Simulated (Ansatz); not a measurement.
# NbC (Fm-3m): point defect (vacancy) in a supercell from a Python script

The task is a point defect (vacancy) in a supercell, for NbC (Fm-3m).

Computed with Ansatz 0.2.0 through its Python package. Level of theory: DFT PBE, plane waves, PAW.

**1. The system**

It takes space group Fm-3m (No. 225, cubic). Conventional cell: a = 4.469 Å, b = 4.469 Å, c = 4.469 Å, α = 90.00°, β = 90.00°, γ = 90.00°. Nb (site symmetry m-3m) is surrounded by 6 C at 2.23 Å. C (site symmetry m-3m) has 6 Nb at 2.23 Å in its first shell of neighbours.

The script holds or builds the structure itself.

**2. Script**

Input file nbc.py:

```python
"""A vacancy in a supercell of NbC, against the perfect cell."""

import ansatz as az
import numpy as np

lattice = az.Lattice.of(
    (0.0, 2.23455, 2.23455),
    (2.23455, 0.0, 2.23455),
    (2.23455, 2.23455, 0.0),
)
sites = [
    ("Nb", (0.0, 0.0, 0.0)),
    ("C", (0.5, 0.5, 0.5)),
]
cell = az.Crystal(lattice=lattice)
for symbol, position in sites:
    cell = cell.atom(symbol, position)
host = cell.supercell(2)
defective = host.vacancy("Nb", at=(0.0, 0.0, 0.0))

def with_settings(structure):
    return (
        structure.calculation()
        .functional("pbe")
        .basis(510)
        .kpoints(spacing=0.55)
        .occupations("fermi_dirac", width=100 * az.meV)
        .scf(tolerance=1e-10)
        .band_table()
    )


perfect = with_settings(host).run(threads=1, backend="cpu").report
setup = with_settings(defective)
setup = setup.relax(force_tolerance=0.03, max_steps=25)
result = setup.run(threads=1, backend="cpu")
r = result.report

n_host, n_defect = len(perfect["lattice"]["sites"]), len(r["lattice"]["sites"])
print(f"perfect cell: {n_host} atoms, F = {perfect['free_energy_ev']:.4f} eV")
print(f"defect cell:  {n_defect} atoms, F = {r['free_energy_ev']:.4f} eV")
# chemical potentials are still to be added to this difference
print(f"difference {r['free_energy_ev'] - perfect['free_energy_ev']:.4f} eV (no chemical potentials)")

for site in result.lattice.sites:
    print(f"{site.symbol:2s}", " ".join(f"{v:8.4f}" for v in site.position_ang))

start = np.array([site.position for site in defective.resolved().sites])
step = np.array([site.position_frac for site in result.lattice.sites]) - start
moved = np.linalg.norm((step - np.round(step)) @ result.lattice.cell_ang, axis=1)
print("relaxation by atom (A):", " ".join(f"{site.symbol}:{d:.3f}" for site, d in zip(result.lattice.sites, moved)))
```

**3. The input behind the calls**

The package turns the script's settings into the engine's input (first run):

```yaml
crystal:
  lattice:
    - [0.0, 2.23455, 2.23455]
    - [2.23455, 0.0, 2.23455]
    - [2.23455, 2.23455, 0.0]
  atoms:
    - { symbol: Nb, position: [0.0, 0.0, 0.0] }
    - { symbol: C, position: [0.5, 0.5, 0.5] }
  supercell: [2, 2, 2]
basis:
  ecutwfc: 510.0
kpoints:
  mp_grid:
    kspacing: 0.55
hamiltonian:
  xc: pbe
scf:
  convergence:
    dr2_threshold: 1.0e-10
  occupations:
    method: fermi_dirac
    width: 0.1
output:
  eigenvalues: true
```

**4. Launch**

On the command line:

```console
> python nbc.py
```

Output:

```text
perfect cell: 16 atoms, F = -38434.7941 eV
defect cell:  15 atoms, F = -33877.3598 eV
difference 4557.4343 eV (no chemical potentials)
C    2.2346   2.2346   2.2346
Nb   2.2346   2.2346   0.0000
C    4.4691   4.4691   2.2663
Nb   2.2346   0.0000   2.2346
C    4.4691   2.2663   4.4691
Nb   4.4691   2.2346   2.2346
C    6.6719   4.4691   4.4691
Nb  -0.0000   2.2346   2.2346
C    2.2663   4.4691   4.4691
Nb   2.2346   4.4691   2.2346
C    4.4691   6.6719   4.4691
Nb   2.2346   2.2346   4.4691
C    4.4691   4.4691   6.6719
Nb   4.4691   4.4691   4.4691
C    6.7036   6.7036   6.7036
relaxation by atom (A): C:0.000 Nb:0.000 C:0.032 Nb:0.000 C:0.032 Nb:0.000 C:0.032 Nb:0.000 C:0.032 Nb:0.000 C:0.032 Nb:0.000 C:0.032 Nb:0.000 C:0.000
```

Run time: 20 s. Hardware: 1 thread of Arm Neoverse V2, shared host; peak memory 0.58 GiB.

**5. What changed from run to run**

The engine's inputs for the other runs:

Run 2, against run 1:

```diff
@@ -9,0 +10,2 @@
+  defects:
+    - { vacancy: 0 }
@@ -22,0 +25,3 @@
+relax:
+  f_tol: 0.03
+  max_steps: 25
```

**6. What the script built**

Run 2 starts from these 15 atoms:

```xyz
15
Lattice="0.000 4.469 4.469 4.469 0.000 4.469 4.469 4.469 0.000" Properties=species:S:1:pos:R:3 pbc="T T T"
C     2.235    2.235    2.235
Nb    2.235    2.235    0.000
C     4.469    4.469    2.235
Nb    2.235    0.000    2.235
C     4.469    2.235    4.469
Nb    4.469    2.235    2.235
C     6.704    4.469    4.469
Nb    0.000    2.235    2.235
C     2.235    4.469    4.469
Nb    2.235    4.469    2.235
C     4.469    6.704    4.469
Nb    2.235    2.235    4.469
C     4.469    4.469    6.704
Nb    4.469    4.469    4.469
C     6.704    6.704    6.704
```

**7. The engine's runs**

The 2 runs, in the order started:

```csv
run,kind of run,system,energy (eV/atom),SCF cycles in all,CPU time (s)
1,single point,NbC (16 atoms),-2402.1746,7,3.7
2,relaxation,Nb7C8 (15 atoms),-2258.4907,27,15
```

Energies are free energies F = E - TS of the smeared occupations. Totals carry meaning only in balanced differences at one level of theory.

**8. The relaxation of run 2, step by step**

Relaxation path:

```csv
step,E - E(step 1) (eV/cell),largest force component (eV/Å)
1,0.0000,0.4901
2,-0.0380,0.2251
3,-0.0470,0.0051
```

Step 1 is the start.

**9. What came out**

```
                             quantity         value
                        runs compared             2
     moves of the relaxation of run 2             2
               energy gained in run 2  3.1 meV/atom
last largest force component of run 2   0.0051 eV/Å
```

What this shows: In CPU time, run 2 (relaxation) cost about 4.1 times as much as run 1 (single point). A formation energy would need chemical potentials for the atoms added or removed, which the two totals don't give. The cell is small, so the defect feels its images. Run 2: After 2 moves the largest shift is 0.032 Å. The mesh is modest for a metal, so energies can be off by several to tens of meV an atom and pressures by half a GPa or more; differences at equal mesh fare better. The difference holds no chemical potentials. Errors of mesh and smearing per atom add up over the supercell, so the energy can be off by tenths of an eV. The supercell is small, so the defect meets its images and the energies aren't those of an isolated defect; a partly filled defect level may also lower its energy by spin or distortion. For a charged cell the difference holds no correction, alignment or term for the electrons' reservoir.
